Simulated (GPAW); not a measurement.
# CoO (Fm-3m) in GPAW: notebook, part 2 of 2

GPAW 26.7.0.

## Step 4: Relaxation of cell and atoms, revPBE+D4, collinear spin, ferromagnetic start

The input, run.py:

```python
from ase.calculators.mixing import SumCalculator
from ase.filters import FrechetCellFilter
from ase.io import read, write
from ase.optimize import BFGS
from dftd4.ase import DFTD4
from gpaw import GPAW, PW

atoms = read('POSCAR')
atoms.set_initial_magnetic_moments([2.0, 0.0])

calc = GPAW(mode=PW(800),
            xc='revPBE',
            kpts={'size': (11, 11, 11), 'gamma': True},
            occupations={'name': 'fermi-dirac', 'width': 0.05},
            nbands=17,
            convergence={'density': 1e-05, 'forces': 0.0001},
            maxiter=150,
            txt='gpaw.txt')
atoms.calc = SumCalculator([calc, DFTD4(method='revpbe')])
opt = BFGS(FrechetCellFilter(atoms), trajectory='relax.traj', logfile='-')
done = opt.run(fmax=0.02, steps=40)
calc.write('gs.gpw')
write('result.traj', atoms)
print('Converged:', done)
print('Cell:', atoms.cell.cellpar().round(4))
print('Volume:', round(atoms.get_volume(), 4))
print(atoms.get_scaled_positions().round(5))
```

The input, POSCAR:

```
CoO
1.0
    0.0000000000      2.1315000000      2.1315000000
    2.1315000000      0.0000000000      2.1315000000
    2.1315000000      2.1315000000      0.0000000000
Co O
1 1
Direct
    0.0000000000      0.0000000000      0.0000000000
    0.5000000000      0.5000000000      0.5000000000
```

Potentials or basis: the program's PAW data sets (release 1.2.1) made for this functional, pw.

Started as:

```bash
$ OMP_NUM_THREADS=1 python run.py
```

gpaw.txt:

```text
__  _  _
 | _ |_)|_||  |
 |__||  | ||/\| - 26.7.0

Input parameters:
  mode=PW(ecut=800.0),
  convergence={'density': 1e-05, 'forces': 0.0001},
  kpts=MonkhorstPack(size=(11, 11, 11), gamma=True),
  maxiter=150,
  nbands=17,
  occupations=Occupations(name='fermi-dirac', width=0.05),
  xc=XC(name='revPBE')

Diagonalizing LCAO Hamiltonian
Converting LCAO to pw mode

              O

       Co

Atoms  # Å, Bohr magnetons
|   | symbol |        x |        y |        z |    initial magnetic moments |
|---|--------|----------|----------|----------|-----------------------------|
| 0 |     Co | 0.000000 | 0.000000 | 0.000000 | ( 0.0000,  0.0000,  2.0000) |
| 1 |      O | 2.131500 | 2.131500 | 2.131500 | ( 0.0000,  0.0000,  0.0000) |

Unit cell  # Å
| periodic |        x |        y |        z |  lengths |    angles |
|----------|----------|----------|----------|----------|-----------|
|      yes | 0.000000 | 2.131500 | 2.131500 | 3.014396 | 60.000000 |
|      yes | 2.131500 | 0.000000 | 2.131500 | 3.014396 | 60.000000 |
|      yes | 2.131500 | 2.131500 | 0.000000 | 3.014396 | 60.000000 |

Number of symmetries: 48
Symmetry operations  # r_c * U_cc + t_c -> r_c
|    | kind |            matrix            |
|----|------|------------------------------|
|  0 |  σ   |  1, 0, 0,  1, 0,-1,  1,-1, 0 |
|  1 |  C2  |  1, 0, 0,  1,-1, 0,  1, 0,-1 |
|  2 |  E   |  1, 0, 0,  0, 1, 0,  0, 0, 1 |
|  3 |  σ   |  1, 0, 0,  0, 0, 1,  0, 1, 0 |
|  4 |  C4  |  1, 0,-1,  1, 0, 0,  1,-1, 0 |
|  5 |  S6  |  1, 0,-1,  1,-1, 0,  1, 0, 0 |
[... 247 lines left out ...]
| -0.019430 | -0.000000 |  0.000000 |
| -0.000000 | -0.019430 | -0.000000 |
|  0.000000 | -0.000000 | -0.019430 |

Forces  # eV/Ang
|       x |        y |        z |
|---------|----------|----------|
| 0.00000 | -0.00000 | -0.00000 |  # Co   0
| 0.00000 |  0.00000 |  0.00000 |  # O    1

Diagonalizing LCAO Hamiltonian
Converting LCAO to pw mode

              O

       Co

Atoms  # Å, Bohr magnetons
|   | symbol |        x |         y |         z |    initial magnetic moments |
|---|--------|----------|-----------|-----------|-----------------------------|
| 0 |     Co | 0.000000 | -0.000000 | -0.000000 | ( 0.0000,  0.0000,  2.5491) |
| 1 |      O | 2.128522 |  2.128522 |  2.128522 | ( 0.0000,  0.0000,  0.2361) |

Unit cell  # Å
| periodic |        x |        y |        z |  lengths |    angles |
|----------|----------|----------|----------|----------|-----------|
|      yes | 0.000022 | 2.128511 | 2.128511 | 3.010169 | 59.999307 |
|      yes | 2.128511 | 0.000022 | 2.128511 | 3.010169 | 59.999307 |
|      yes | 2.128511 | 2.128511 | 0.000022 | 3.010169 | 59.999307 |
[... 226 lines left out ...]
Forces  # eV/Ang
|        x |        y |        z |
|----------|----------|----------|
| -0.00000 | -0.00000 | -0.00000 |  # Co   0
| -0.00000 | -0.00000 | -0.00000 |  # O    1

Interpolating wave functions to new cell

              O

       Co

Atoms  # Å, Bohr magnetons
|   | symbol |        x |         y |        z |    initial magnetic moments |
|---|--------|----------|-----------|----------|-----------------------------|
| 0 |     Co | 0.000000 | -0.000000 | 0.000000 | ( 0.0000,  0.0000,  2.5439) |
| 1 |      O | 2.117886 |  2.117886 | 2.117886 | ( 0.0000,  0.0000,  0.2350) |

Unit cell  # Å
| periodic |        x |        y |        z |  lengths |    angles |
|----------|----------|----------|----------|----------|-----------|
|      yes | 0.000125 | 2.117824 | 2.117824 | 2.995055 | 59.996104 |
|      yes | 2.117824 | 0.000125 | 2.117824 | 2.995055 | 59.996104 |
|      yes | 2.117824 | 2.117824 | 0.000125 | 2.995055 | 59.996104 |
[... 224 lines left out ...]
Forces  # eV/Ang
|        x |        y |        z |
|----------|----------|----------|
|  0.00000 | -0.00000 | -0.00000 |  # Co   0
| -0.00000 | -0.00000 |  0.00000 |  # O    1

# Writing to gs.gpw (mode='')
```

Wall time 85 s (1 thread of AMD EPYC 9R45 (Zen 5), shared host); peak memory 0.36 GiB.

Results:

```
Free energy                            : -14.8381 eV
Relaxed volume                         : 9.50 Å³/atom
Relaxed cell                           : a = 2.995 Å, b = 2.995 Å, c = 2.995 Å, α = 60.00°, β = 60.00°, γ = 60.00°
Space group after relaxing (to 0.05 Å) : Fm-3m (No. 225)
Energy gained by relaxing              : 1.4 meV/atom
Ionic steps                            : 3
Pressure after relaxing                : 0.0 GPa
Band gap on the k mesh                 : none (metal or under the smearing width)
Net moment                             : 2.91 μB per cell
Site moments                           : Co +2.52; O +0.23 μB
Dispersion energy per atom             : -0.539 eV
```

Step by step:
| step | energy change (eV) | largest force (eV/Å) | pressure (GPa) | volume (Å³) |
| --- | --- | --- | --- | --- |
| 1 | 0.0000 | 0.0000 | -3.26 | 19.37 |
| 2 | -0.0013 | 0.0000 | -2.56 | 19.29 |
| 3 | -0.0029 | 0.0000 | 0.01 | 19.00 |

Final structure:
```
Co O
1.0
     0.00012    2.11782    2.11782
     2.11782    0.00012    2.11782
     2.11782    2.11782    0.00012
Co O
1 1
Direct
  0.00000 0.00000 0.00000
  0.50000 0.50000 0.50000
```

Caveat: each step starts from the last one's moments, so a moment once lost doesn't come back; later steps reuse the first step's grids; a cell with one magnetic atom can't hold antiferromagnetic order, which such compounds often take; semilocal functionals often make such compounds metallic where correlation or magnetic order opens a gap, which also shifts bond lengths; pairwise dispersion overbinds metals, which lowers pressure and volume. With open d or f shells a metallic result of revPBE can be an artefact of self-interaction; +U or a hybrid may open a gap.

## Step 5: Summary

| level | cell | optimizer | fmax | max steps | target pressure | gap on the mesh (eV) | pressure (GPa) | moment (μB) |
| --- | --- | --- | --- | --- | --- | --- | --- | --- |
| RPBE+D4 | relaxed to 10 GPa | FIRE | 0.01 eV/Å | 100 | 10 GPa | none | 9.9 | 2.80 |
| revPBE+D3(BJ) | relaxed to 5 GPa | BFGS | 0.01 eV/Å | 100 | 5 GPa | none | 4.9 | 2.94 |
| revPBE+D4 | relaxed | BFGS | 0.02 eV/Å | 40 | - | none | 0.0 | 2.91 |

Alike in all rows: task relaxation of cell and atoms; potentials or basis the program's PAW data sets (release 1.2.1) made for this functional, pw; spin collinear, ferromagnetic start; k mesh 11 × 11 × 11; cutoff (eV) 800; smearing fermi-dirac 0.05 eV.

Caveats: each step starts from the last one's moments, so a moment once lost doesn't come back; later steps reuse the first step's grids; a cell with one magnetic atom can't hold antiferromagnetic order, which such compounds often take; semilocal functionals often make such compounds metallic where correlation or magnetic order opens a gap, which also shifts bond lengths; pairwise dispersion overbinds metals, which lowers pressure and volume.

Total energies depend on the potentials used, so only differences within one code and one set of settings carry meaning.
